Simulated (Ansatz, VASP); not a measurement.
One calculation of BN, two programs

```
B N
1.0
     0.00000    1.74139    1.74139
     1.74139    0.00000    1.74139
     1.74139    1.74139    0.00000
B N
1 1
Direct
  0.00000 0.00000 0.00000
  0.50000 0.50000 0.50000
```

Alike in both runs: functional PBEsol; k mesh 15 × 15 × 15; occupations fermi-dirac, width 0.1 eV; no spin polarisation.

Ansatz relaxed the structure, and its values are those at the end. VASP's run is a single point on that final structure, the one shown.

|  | VASP | Ansatz |
| --- | --- | --- |
| version | VASP 6.6.1 | Ansatz 0.2.0 |
| potentials or method | VASP PAW PBE potentials, release 64 (B, N) | PAW with Ansatz's default frozen-core files, scalar-relativistic |
| plane-wave cutoff (eV) | 520 | 420 |
| valence electrons in the cell | 8 | 8 |

Ansatz gave:

* pressure (GPa): 0.0

**Question.** Estimate VASP's values.

**Answer.** Pressure (GPa): 0.3.

Caveats: the PAW data sets were made with another functional, which shifts forces and pressure a little (VASP). A k mesh can miss the band edges.
